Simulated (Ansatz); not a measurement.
# Molybdenum, A15 under RPBE: relaxation and energy

The plan for molybdenum in the A15 structure: relax it, then solve it on a dense k-mesh. Spin polarisation is left out. The k-meshes are 5×5×5 for the relaxation; 7×7×7 for the dense run.

Program: Ansatz 0.2.0. Level of theory: DFT RPBE, plane waves (420 eV) with PAW, scalar-relativistic; PBE-made PAW files. These are calculated values, not measurements.

## 1. Starting point

It takes space group Pm-3n (No. 223, cubic). Conventional cell: a = 4.996 Å, b = 4.996 Å, c = 4.996 Å, α = 90.00°, β = 90.00°, γ = 90.00°. Mo (site symmetry m-3) is surrounded by 12 Mo at 2.79 Å. Mo (site symmetry -4m2) has 6 Mo at 2.50 to 2.79 Å as nearest neighbours.

Coordinates:

```cif
data_structure
_symmetry_space_group_name_H-M 'Pm-3n'
_symmetry_Int_Tables_number 223
_cell_length_a 4.9960
_cell_length_b 4.9960
_cell_length_c 4.9960
_cell_angle_alpha 90.000
_cell_angle_beta 90.000
_cell_angle_gamma 90.000
_cell_volume 124.70
loop_
_atom_site_label
_atom_site_type_symbol
_atom_site_symmetry_multiplicity
_atom_site_Wyckoff_symbol
_atom_site_fract_x
_atom_site_fract_y
_atom_site_fract_z
_atom_site_occupancy
Mo1 Mo 2 a 0.00000 0.00000 0.00000 1
Mo2 Mo 6 c 0.25000 0.00000 0.50000 1
```

## 2. Relaxing cell and atoms

Contents of input.yaml:

```yaml
crystal:
  lattice:
    - [4.9960273309, 0.0, 0.0]
    - [0.0, 4.9960273309, 0.0]
    - [0.0, 0.0, 4.9960273309]
  atoms:
    - { symbol: Mo, position: [0.0, 0.0, 0.0] }
    - { symbol: Mo, position: [0.5, 0.5, 0.5] }
    - { symbol: Mo, position: [0.25, 0.0, 0.5] }
    - { symbol: Mo, position: [0.75, 0.0, 0.5] }
    - { symbol: Mo, position: [0.5, 0.25, 0.0] }
    - { symbol: Mo, position: [0.5, 0.75, 0.0] }
    - { symbol: Mo, position: [0.0, 0.5, 0.25] }
    - { symbol: Mo, position: [0.0, 0.5, 0.75] }
hamiltonian:
  xc: rpbe
  pseudopotentials:
    kind: paw
    azcp:
      Mo: "pseudopotentials/Mo.paw.azcp"
basis:
  ecutwfc: 420
  fft_grid_basis: typed
kpoints:
  mp_grid: { grid: [5, 5, 5], shift: [0, 0, 0] }
magnetization:
  spin_polarized: false
scf:
  occupations: { method: fermi_dirac, width: 0.1 }
relax:
  max_steps: 60
  f_tol: 0.01
  cell: {}
```

Run with:

```sh
ansatz run input.yaml --threads 4 --pin off --max-ram 8192MiB --backend cpu --events-out ev --progress --plain --runs-dir out
```

Log:

```text
Warning: RAYON_NUM_THREADS=4 ignored (pool sized by the plan → 4); use --threads N
Engine: ansatz 0.2.0, aarch64-unknown-linux-gnu
Pseudopotentials: kind: paw
Pseudopotential: Mo, paw, valence charge 14, recommended cutoff 420 eV (normal), <dir>
Functional definition: RPBE
  parameter kappa = 0.804
  parameter beta = 0.06672455060314922
  exchange = rpbe_x(kappa = kappa, mu = beta*pi^2/3)
  correlation = pbe_c(beta = beta)
Crystal: 8 atoms, lattice volume = 124.702 Å³
Basis set: ecut = 420 eV, 2469 PW (Γ), exchange–correlation on 72×72×72 points (8 copies of the dense FFT grid, shifted against one another)
Bands: 68, of which v1, the nominal top of the filled ones, is band 56 counted from 1 (55 counted from 0)
Symmetry: 48 space group operations
Space group: Pm-3n (ITA 223), of the structure as read, at distance tolerance 5.0e-5 Å
k-points: 10 of 125
Non-local potential: Mo, projectors of the file, l = 0: 3, l = 1: 2, l = 2: 2, l = 3: 1
PAW form: soft (Blöchl's): semilocal exchange-correlation on the pseudo side does not see the compensation charge
PAW frozen core: Mo, regenerated for the run's functional, and the local potential with it (the file was generated under x = pbe(κ = 0.804, μ = 0.2195149727645171), c = pbe(β = 0.06672455060314922))
PAW one-centre angular grid: Mo, 590 points (default); XC on 64 Gauss nodes
Initial density: superposition of atomic densities (neutral atoms: chi_scale 0, normalization atom), corrected by the library's trained network
Initial wavefunctions: pseudopotential atomic-orbital guess
Functional: x = rpbe, c = pbe(β = 0.06672455060314922)
SCF iter   1: F=—  HF=-39703.463976 eV  |F-HF|=—  |Δ(HF+E_count)|=         —  Δρ=5.10e-3  dr2=1.81e-2  ethr=1.77e-3  ⟨swp⟩=4.3  Hψ=2171  notcnv=0
preconditioner: auto → Kerker (q_TF=auto, 2.680 Å⁻¹)  [metal: Δε(μ)=0.104 eV  Ē_g=4.251 eV  σ=0.100 eV  W_gap=0.24  n_scr=32 (ndim 8)  ℏωp=23.0 eV  f_vac=0.000  D(μ)=4.32/eV (n_scr^D=26)]
SCF iter   2: F=—  HF=-39703.463387 eV  |F-HF|=—  |Δ(HF+E_count)|=   5.88e-4  Δρ=2.90e-3  dr2=5.53e-3  ethr=1.61e-5  ⟨swp⟩=1.8  Hψ=831  notcnv=0
SCF iter   3: F=—  HF=-39703.462494 eV  |F-HF|=—  |Δ(HF+E_count)|=   8.93e-4  Δρ=3.44e-4  dr2=8.17e-5  ethr=4.94e-6  ⟨swp⟩=2.5  Hψ=1065  notcnv=0
SCF iter   4: F=—  HF=-39703.462460 eV  |F-HF|=—  |Δ(HF+E_count)|=   3.36e-5  Δρ=5.42e-5  dr2=1.81e-6  ethr=7.30e-8  ⟨swp⟩=2.3  Hψ=1077  notcnv=0
iter 5 did not close the SCF: its close was put off for the readings that it lacked (scf_convergence_deferred on its scf_iter line)
SCF iter   5: F=-39703.462461 eV  HF=-39703.462461 eV  |F-HF|=2.27e-8  |Δ(HF+E_count)|=   3.59e-7  Δρ=8.83e-6  dr2=6.24e-8  ethr=1.61e-9  ⟨swp⟩=2.8  Hψ=1257  notcnv=0
SCF iter   6: F=-39703.462461 eV  HF=-39703.462461 eV  |F-HF|=8.08e-10  |Δ(HF+E_count)|=   3.75e-9  Δρ=1.51e-6  dr2=2.49e-9  ethr=5.57e-11  ⟨swp⟩=2.0  Hψ=2030  notcnv=0
SCF 1 converged in 6 iterations: F = -39703.462461 eV  dr2 = 2.49e-9
relax step   1: F+E_penalty+E_count = -39703.46246083 eV  Δ(F+E_penalty+E_count) = +0.000e0 eV  max|allowed force component| = 4.590e-18 eV/Å  Δτ_max = 0.0000 Å  P = +10.906 GPa  Ω = 124.702 Å³  (6 SCF iters, dr2 threshold 1.00e-7 eV, accepted)
Crystal: 8 atoms, lattice volume = 141.166 Å³
Basis set: ecut = 420 eV, 2777 PW (Γ), exchange–correlation on 72×72×72 points (8 copies of the dense FFT grid, shifted against one another)
Initial density: handed on by an earlier stage of this run
Initial wavefunctions: those handed on with the density
iter 1 solved again at ethr=3.17e-5 eV; its pass at ethr=3.10e-3 eV (dr2=3.55e-2 eV) is discarded
SCF iter   1: F=—  HF=-39702.981664 eV  |F-HF|=—  |Δ(HF+E_count)|=         —  Δρ=6.86e-3  dr2=3.57e-2  ethr=3.17e-5  ⟨swp⟩=1.8  Hψ=3454  notcnv=0
preconditioner: auto → Kerker (q_TF=auto, 2.625 Å⁻¹)  [metal: Δε(μ)=0.148 eV  Ē_g=3.674 eV  σ=0.100 eV  W_gap=0.35  n_scr=32 (ndim 8)  ℏωp=21.7 eV  f_vac=0.000  D(μ)=4.42/eV (n_scr^D=26)]
SCF iter   2: F=—  HF=-39702.991790 eV  |F-HF|=—  |Δ(HF+E_count)|=   1.01e-2  Δρ=4.21e-3  dr2=1.23e-2  ethr=3.17e-5  ⟨swp⟩=1.0  Hψ=680  notcnv=0
SCF iter   3: F=—  HF=-39702.997334 eV  |F-HF|=—  |Δ(HF+E_count)|=   5.54e-3  Δρ=4.49e-4  dr2=1.73e-4  ethr=1.10e-5  ⟨swp⟩=2.0  Hψ=1138  notcnv=0
SCF iter   4: F=—  HF=-39702.997634 eV  |F-HF|=—  |Δ(HF+E_count)|=   3.00e-4  Δρ=5.67e-5  dr2=2.55e-6  ethr=1.55e-7  ⟨swp⟩=2.0  Hψ=898  notcnv=0
iter 5 did not close the SCF: its close was put off for the readings that it lacked (scf_convergence_deferred on its scf_iter line)
SCF iter   5: F=-39702.997636 eV  HF=-39702.997636 eV  |F-HF|=8.31e-9  |Δ(HF+E_count)|=   1.35e-6  Δρ=9.90e-6  dr2=8.41e-8  ethr=2.27e-9  ⟨swp⟩=2.0  Hψ=920  notcnv=0
SCF iter   6: F=-39702.997636 eV  HF=-39702.997636 eV  |F-HF|=9.09e-10  |Δ(HF+E_count)|=   1.63e-8  Δρ=1.68e-6  dr2=3.21e-9  ethr=7.51e-11  ⟨swp⟩=1.2  Hψ=1993  notcnv=0
SCF 2 converged in 6 iterations: F = -39702.997636 eV  dr2 = 3.21e-9
relax step   2: F+E_penalty+E_count = -39702.99763552 eV  Δ(F+E_penalty+E_count) = +4.648e-1 eV  max|allowed force component| = 1.417e-17 eV/Å  Δτ_max = 0.0000 Å  P = -16.776 GPa  Ω = 141.166 Å³  energy of the carried Pulay correction = -6.606e-3 eV  (6 SCF iters, dr2 threshold 8.00e-7 eV, rejected (line search))
Crystal: 8 atoms, lattice volume = 130.707 Å³
Basis set: ecut = 420 eV, 2517 PW (Γ), exchange–correlation on 72×72×72 points (8 copies of the dense FFT grid, shifted against one another)
iter 1 solved again at ethr=1.20e-5 eV; its pass at ethr=3.10e-3 eV (dr2=1.34e-2 eV) is discarded
SCF iter   1: F=—  HF=-39703.625064 eV  |F-HF|=—  |Δ(HF+E_count)|=         —  Δρ=4.35e-3  dr2=1.34e-2  ethr=1.20e-5  ⟨swp⟩=1.4  Hψ=3709  notcnv=0
preconditioner: auto → Kerker (q_TF=auto, 2.659 Å⁻¹)  [metal: Δε(μ)=0.078 eV  Ē_g=4.028 eV  σ=0.100 eV  W_gap=0.19  n_scr=32 (ndim 8)  ℏωp=22.5 eV  f_vac=0.000  D(μ)=4.36/eV (n_scr^D=26)]
SCF iter   2: F=—  HF=-39703.627847 eV  |F-HF|=—  |Δ(HF+E_count)|=   2.78e-3  Δρ=2.68e-3  dr2=4.62e-3  ethr=1.20e-5  ⟨swp⟩=1.0  Hψ=680  notcnv=0
SCF iter   3: F=—  HF=-39703.629411 eV  |F-HF|=—  |Δ(HF+E_count)|=   1.56e-3  Δρ=2.70e-4  dr2=6.78e-5  ethr=4.13e-6  ⟨swp⟩=2.1  Hψ=1089  notcnv=0
SCF iter   4: F=—  HF=-39703.629445 eV  |F-HF|=—  |Δ(HF+E_count)|=   3.31e-5  Δρ=4.72e-5  dr2=1.52e-6  ethr=6.06e-8  ⟨swp⟩=2.3  Hψ=1017  notcnv=0
SCF iter   5: F=—  HF=-39703.629443 eV  |F-HF|=—  |Δ(HF+E_count)|=   1.31e-6  Δρ=6.51e-6  dr2=3.72e-8  ethr=1.36e-9  ⟨swp⟩=2.0  Hψ=925  notcnv=0
SCF iter   6: F=—  HF=-39703.629443 eV  |F-HF|=—  |Δ(HF+E_count)|=   6.38e-9  Δρ=1.38e-6  dr2=2.16e-9  ethr=3.32e-11  ⟨swp⟩=2.1  Hψ=1161  notcnv=0
SCF iter   7: F=-39703.629443 eV  HF=-39703.629443 eV  |F-HF|=7.28e-12  |Δ(HF+E_count)|=  3.64e-11  Δρ=2.51e-7  dr2=6.52e-11  ethr=1.00e-12  ⟨swp⟩=3.0  Hψ=2641  notcnv=0
SCF 3 converged in 7 iterations: F = -39703.629443 eV  dr2 = 6.52e-11
relax step   3: F+E_penalty+E_count = -39703.62944324 eV  Δ(F+E_penalty+E_count) = -1.670e-1 eV  max|allowed force component| = 2.009e-17 eV/Å  Δτ_max = 0.0000 Å  P = -1.368 GPa  Ω = 130.707 Å³  energy of the carried Pulay correction = -2.508e-3 eV  (7 SCF iters, accepted)
Crystal: 8 atoms, lattice volume = 129.970 Å³
iter 1 solved again at ethr=6.36e-8 eV; its pass at ethr=3.10e-3 eV (dr2=7.13e-5 eV) is discarded
SCF iter   1: F=—  HF=-39703.632909 eV  |F-HF|=—  |Δ(HF+E_count)|=         —  Δρ=3.10e-4  dr2=5.71e-5  ethr=6.36e-8  ⟨swp⟩=3.0  Hψ=3536  notcnv=0
preconditioner: auto → Kerker (q_TF=auto, 2.661 Å⁻¹)  [metal: Δε(μ)=0.066 eV  Ē_g=4.049 eV  σ=0.100 eV  W_gap=0.16  n_scr=32 (ndim 8)  ℏωp=22.6 eV  f_vac=0.000  D(μ)=4.37/eV (n_scr^D=26)]
SCF iter   2: F=—  HF=-39703.632935 eV  |F-HF|=—  |Δ(HF+E_count)|=   2.66e-5  Δρ=1.90e-4  dr2=2.02e-5  ethr=5.10e-8  ⟨swp⟩=1.0  Hψ=680  notcnv=0
iter 3 did not close the SCF: its close was put off for the readings that it lacked (scf_convergence_deferred on its scf_iter line)
SCF iter   3: F=-39703.632946 eV  HF=-39703.632946 eV  |F-HF|=3.69e-8  |Δ(HF+E_count)|=   1.07e-5  Δρ=1.84e-5  dr2=2.85e-7  ethr=1.81e-8  ⟨swp⟩=2.0  Hψ=1138  notcnv=0
iter 4 did not close the SCF: its close was put off for the readings that it lacked (scf_convergence_deferred on its scf_iter line)
SCF iter   4: F=-39703.632946 eV  HF=-39703.632946 eV  |F-HF|=7.86e-10  |Δ(HF+E_count)|=   8.25e-8  Δρ=2.46e-6  dr2=4.81e-9  ethr=2.55e-10  ⟨swp⟩=2.0  Hψ=902  notcnv=0
iter 5 did not close the SCF: its close was put off for the readings that it lacked (scf_convergence_deferred on its scf_iter line)
SCF iter   5: F=-39703.632946 eV  HF=-39703.632946 eV  |F-HF|=7.28e-12  |Δ(HF+E_count)|=   1.27e-9  Δρ=4.53e-7  dr2=1.54e-10  ethr=4.30e-12  ⟨swp⟩=2.0  Hψ=917  notcnv=0
SCF iter   6: F=-39703.632946 eV  HF=-39703.632946 eV  |F-HF|=7.28e-12  |Δ(HF+E_count)|=  2.18e-11  Δρ=9.49e-8  dr2=9.87e-12  ethr=1.00e-12  ⟨swp⟩=1.0  Hψ=1400  notcnv=0
SCF 4 converged in 6 iterations: F = -39703.632946 eV  dr2 = 9.87e-12
relax step   4: F+E_penalty+E_count = -39703.63294625 eV  Δ(F+E_penalty+E_count) = -3.503e-3 eV  max|allowed force component| = 2.826e-17 eV/Å  Δτ_max = 0.0000 Å  P = -0.015 GPa  Ω = 129.970 Å³  energy of the carried Pulay correction = -2.206e-3 eV  (6 SCF iters, dr2 threshold 8.00e-7 eV, accepted)
Initial wavefunctions: pseudopotential atomic-orbital guess (no wavefunctions were taken with the density)
iter 1 solved again at ethr=3.46e-8 eV; its pass at ethr=3.10e-3 eV (dr2=3.88e-5 eV) is discarded
SCF iter   1: F=—  HF=-39703.634922 eV  |F-HF|=—  |Δ(HF+E_count)|=         —  Δρ=1.90e-4  dr2=3.08e-6  ethr=3.46e-8  ⟨swp⟩=3.6  Hψ=4039  notcnv=0
preconditioner: auto → Kerker (q_TF=auto, 2.661 Å⁻¹)  [metal: Δε(μ)=0.066 eV  Ē_g=4.048 eV  σ=0.100 eV  W_gap=0.16  n_scr=32 (ndim 8)  ℏωp=22.6 eV  f_vac=0.000  D(μ)=4.38/eV (n_scr^D=26)]
SCF iter   2: F=—  HF=-39703.634989 eV  |F-HF|=—  |Δ(HF+E_count)|=   6.61e-5  Δρ=9.81e-5  dr2=8.17e-7  ethr=2.75e-9  ⟨swp⟩=1.0  Hψ=680  notcnv=0
SCF iter   3: F=—  HF=-39703.635006 eV  |F-HF|=—  |Δ(HF+E_count)|=   1.74e-5  Δρ=2.89e-6  dr2=3.04e-9  ethr=7.30e-10  ⟨swp⟩=2.4  Hψ=1232  notcnv=0
SCF iter   4: F=—  HF=-39703.635006 eV  |F-HF|=—  |Δ(HF+E_count)|=   2.84e-9  Δρ=6.19e-7  dr2=2.31e-10  ethr=2.71e-12  ⟨swp⟩=2.7  Hψ=957  notcnv=0
iter 5 did not close the SCF: its close was put off for the readings that it lacked (scf_convergence_deferred on its scf_iter line)
SCF iter   5: F=-39703.635006 eV  HF=-39703.635006 eV  |F-HF|=7.28e-12  |Δ(HF+E_count)|=  5.09e-11  Δρ=6.27e-8  dr2=4.23e-12  ethr=1.00e-12  ⟨swp⟩=1.0  Hψ=680  notcnv=0
SCF iter   6: F=-39703.635006 eV  HF=-39703.635006 eV  |F-HF|=1.46e-11  |Δ(HF+E_count)|=  1.46e-11  Δρ=1.55e-8  dr2=1.00e-13  ethr=1.00e-12  ⟨swp⟩=2.0  Hψ=1879  notcnv=0
SCF 5 converged in 6 iterations: F = -39703.635006 eV  dr2 = 1.00e-13
relax step   5: F+E_penalty+E_count = -39703.63500591 eV  Δ(F+E_penalty+E_count) = -2.060e-3 eV  max|allowed force component| = 2.877e-17 eV/Å  Δτ_max = 0.0000 Å  P = -0.025 GPa  Ω = 129.970 Å³  stress off target by 2.49e-2 GPa  SCF on the basis re-selected at this cell (its energy is not comparable with the rows above)  (6 SCF iters)
basis re-selected at this cell: Δ(F+E_penalty+E_count) = -2.060e-3 eV, ΔP = -0.010 GPa vs the last step (what re-selecting the basis moved, of the pressure what is left beyond the Pulay correction that the steps carried, after the strain that the cell walked since its last selection, with what the two solves' SCF thresholds leave and, on support functions, any second-order correction that the steps lacked; it is no measure of the basis error at this ecutwfc). This SCF's stress stands 2.49e-2 GPa from its target on what of the cell is left free (relax.cell.stress_tol is 5.00e-2 GPa) and its largest allowed force component is 2.88e-17 eV/Å (relax.f_tol is 1.00e-2 eV/Å): within both
SCF converged after 6 iterations
Free energy (F): -39703.635006 eV
Harris-Foulkes:  -39703.635006 eV  (|F-HF|=1.46e-11)
Internal energy: -39703.487842 eV  (E = F + TS)
E sigma→0 (E₀):  -39703.561424 eV
Entropy (-TS):   -0.147164 eV (-18.395 meV/atom)
Fermi energy:    19.947155 eV
--- Per-component energies (eV) ---
  E_band       = -531.885524
  E_kinetic    = 3518.960830
  E_local      = -6547.115312  (includes V_loc(G=0)·N_el)
  E_nonlocal   = 1133.233059
  E_hartree    = 2167.752709
  E_xc         = -1467.029113
  E_vxc        = -1828.481352  (∫ρ·V_xc dr)
  E_paw        = -25663.483938  (= ΣΔE_a)
  E_vpaw       = -1143.988519  (= ΣTr[D̂ρ^β])
  E_aug_tail   = 0.000349  (compensation charges beyond the density's cutoff)
  E_ewald      = -12845.077765
  E_core_change = -0.728661  (= ΣΔE_core)
  E_smearing   = -0.147164  (= −TS)
  E_closure    = -0.000000  (closes the sum)
  Σ components = -39703.635006   (vs F -39703.635006, Δ=0.00e0)
--- Forces (eV/Å), atoms counted from 1 ---
  atom   1  Mo     0.00000000     0.00000000    -0.00000000
  atom   2  Mo    -0.00000000    -0.00000000     0.00000000
  atom   3  Mo     0.00000000    -0.00000000     0.00000000
  atom   4  Mo    -0.00000000     0.00000000    -0.00000000
  atom   5  Mo    -0.00000000    -0.00000000    -0.00000000
  atom   6  Mo     0.00000000    -0.00000000     0.00000000
  atom   7  Mo    -0.00000000     0.00000000    -0.00000000
  atom   8  Mo     0.00000000    -0.00000000     0.00000000
  max |Σ_I F_I| component: 6.36e-18 eV/Å
--- Stress (GPa, compression-positive) ---
       -0.024944       0.000000      -0.000000
        0.000000      -0.024944       0.000000
       -0.000000       0.000000      -0.024944
  P = ⅓ Tr σ = -0.0249 GPa (-0.249 kbar)
--- Relaxed structure (4 steps of the walk, 3 accepted, 1 SCFs on fresh bases) ---
  F+E_penalty+E_count = -39703.63500591 eV   max|allowed force component| = 2.877e-17 eV/Å   (the final SCF, on the basis selected at the relaxed cell)
  cell:  # Å, volume = 129.9695 Å³
    - [5.065400861294381, -3.209883240645393e-35, 5.456801509097168e-34]
    - [-2.888894916580854e-34, 5.065400861294381, 0.0]
    - [5.456801509097168e-34, 0.0, 5.065400861294381]
  atoms:
    - { symbol: Mo, position: [1.8822865016001113e-36, -7.152688706080421e-37, -6.776231405760401e-37] }
    - { symbol: Mo, position: [0.5, 0.5, 0.5] }
    - { symbol: Mo, position: [0.25, -1.8985996512806454e-35, 0.5] }
    - { symbol: Mo, position: [0.7500000000000002, 2.5988102298758867e-35, 0.5] }
    - { symbol: Mo, position: [0.5, 0.25, -5.772345271573673e-37] }
    - { symbol: Mo, position: [0.5, 0.7500000000000002, 5.8476367316376785e-36] }
    - { symbol: Mo, position: [1.1795662076693995e-36, 0.5, 0.25] }
    - { symbol: Mo, position: [-2.0328694217281234e-36, 0.5, 0.7500000000000002] }
```

It took 12 s on 4 threads of Arm Neoverse N1, shared host; peak memory 0.52 GiB.

The walk, from the log:

| step | energy change (meV/atom) | largest force (eV/Å) | pressure (GPa) | volume (Å³/atom) | accepted |
| --- | --- | --- | --- | --- | --- |
| 1 | 0.00 | 0.0000 | 10.91 | 15.588 | yes |
| 2 | 58.10 | 0.0000 | -16.78 | 17.646 | no |
| 3 | -20.87 | 0.0000 | -1.37 | 16.338 | yes |
| 4 | -21.31 | 0.0000 | -0.01 | 16.246 | yes |
| 5 | -21.57 | 0.0000 | -0.02 | 16.246 | yes |

Steps that repeat a cell are solved on a basis chosen anew, so their changes of energy are no gain of the relaxation.

The cell of the run, before and after:

|  | before | after | change |
| --- | --- | --- | --- |
| a (Å) | 4.996 | 5.065 | +1.4 % |
| b (Å) | 4.996 | 5.065 | +1.4 % |
| c (Å) | 4.996 | 5.065 | +1.4 % |
| volume (Å³/atom) | 15.588 | 16.246 | +4.2 % |
| shortest distance (Å) | 2.498 | 2.533 | +1.4 % |
| space group (spins left aside) | Pm-3n | Pm-3n | same |

## 3. Single point on a dense mesh

Contents of input.yaml:

```yaml
crystal:
  lattice:
    - [5.0654008613, 0.0, 0.0]
    - [0.0, 5.0654008613, 0.0]
    - [0.0, 0.0, 5.0654008613]
  atoms:
    - { symbol: Mo, position: [0.0, 1.0, 1.0] }
    - { symbol: Mo, position: [0.5, 0.5, 0.5] }
    - { symbol: Mo, position: [0.25, 1.0, 0.5] }
    - { symbol: Mo, position: [0.75, 0.0, 0.5] }
    - { symbol: Mo, position: [0.5, 0.25, 1.0] }
    - { symbol: Mo, position: [0.5, 0.75, 0.0] }
    - { symbol: Mo, position: [0.0, 0.5, 0.25] }
    - { symbol: Mo, position: [1.0, 0.5, 0.75] }
hamiltonian:
  xc: rpbe
  pseudopotentials:
    kind: paw
    azcp:
      Mo: "pseudopotentials/Mo.paw.azcp"
basis:
  ecutwfc: 420
  fft_grid_basis: typed
kpoints:
  mp_grid: { grid: [7, 7, 7], shift: [0, 0, 0] }
magnetization:
  spin_polarized: false
scf:
  occupations: { method: fermi_dirac, width: 0.1 }
```

Run with:

```sh
ansatz run input.yaml --threads 4 --pin off --max-ram 8192MiB --backend cpu --events-out ev --progress --plain --runs-dir out
```

Log, shortened:

```text
Warning: RAYON_NUM_THREADS=4 ignored (pool sized by the plan → 4); use --threads N
[...]
[... 3 set-up lines as earlier in the session ...]
[...]
Crystal: 8 atoms, lattice volume = 129.970 Å³
Basis set: ecut = 420 eV, 2517 PW (Γ)
Bands: 68, of which v1, the nominal top of the filled ones, is band 56 counted from 1 (55 counted from 0)
[... 1 set-up line as earlier in the session ...]
Space group: Pm-3n (ITA 223), of the structure as read, at distance tolerance 5.1e-5 Å
k-points: 20 of 343
[...]
SCF iter   1: F=—  HF=-39703.574785 eV  |F-HF|=—  |Δ(HF+E_count)|=         —  Δρ=5.05e-3  dr2=2.55e-2  ethr=1.77e-3  ⟨swp⟩=4.1  Hψ=4325  notcnv=0
[...]
SCF iter   6: F=-39703.573900 eV  HF=-39703.573900 eV  |F-HF|=1.86e-9  |Δ(HF+E_count)|=   5.17e-9  Δρ=1.92e-6  dr2=4.91e-9  ethr=6.98e-11  ⟨swp⟩=1.0  Hψ=3581  notcnv=0
[...]
SCF converged after 6 iterations
Free energy (F): -39703.573900 eV
[...]
E sigma→0 (E₀):  -39703.490300 eV
Entropy (-TS):   -0.167199 eV (-20.900 meV/atom)
Fermi energy:    19.987483 eV
[...]
```

Run time: 4.1 s. Hardware: 4 threads of Arm Neoverse N1, shared host; peak memory 0.53 GiB.

## 4. Outcome

| quantity | value |
| --- | --- |
| space group (spins left aside) | Pm-3n (No. 223) |
| conventional cell | a = 5.065 Å |
| volume | 16.246 Å³/atom |
| shortest distance | 2.533 Å |
| gap on the mesh | none (levels filled in part) |
| relative to bcc | +94 meV/atom |

In words: From the guessed start the volume grew by 4.2 % in 5 steps. It lies 94 meV/atom above the element's reference form at the same level (bcc, from a run of its own). Levels at the Fermi energy are filled in part, as in a metal. The symmetry was held, so the structure may be unstable against distortions that break it.
